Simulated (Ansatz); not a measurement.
```
Sr O
1.0
     0.00000    2.35042    2.35042
     2.35042    0.00000    2.35042
     2.35042    2.35042    0.00000
Sr O
1 1
Cartesian
  0.0000 0.0000 0.0000
  2.3504 2.3504 2.3504
```

RPA correlation and exact exchange on PBE orbitals, all-electron datasets in plane waves (scalar-relativistic, Gaussian nuclei) (Ansatz); 4×4×4 mesh, wave cutoff 3300 eV, correlation extrapolated to infinite response cutoff from cutoffs up to 280 eV, 46 electrons, all correlated, 178 empty bands, long-wavelength term: optical limit. The band count ends below the top response cutoff.

The cell is then scaled evenly to 1.128 times this volume.

Energy change of the cell: PBE -0.726 eV (mean pressure +35.1 GPa); the Hartree-Fock expression on these orbitals -0.867 eV (mean pressure +41.9 GPa).

(1) What change follows for RPA correlation and the RPA total?

Answers

(1) RPA correlation: +0.234 eV (mean pressure -11.3 GPa). The RPA total: -0.633 eV (mean pressure +30.6 GPa).

This ran on a trial build of the method. The cell is a model at fixed atoms and needn't be the relaxed known crystal. Spin-orbit coupling is left out. The correlation step scatters with the plane-wave count, here by about 0.05 eV. The mesh is coarse, so these steps aren't converged.
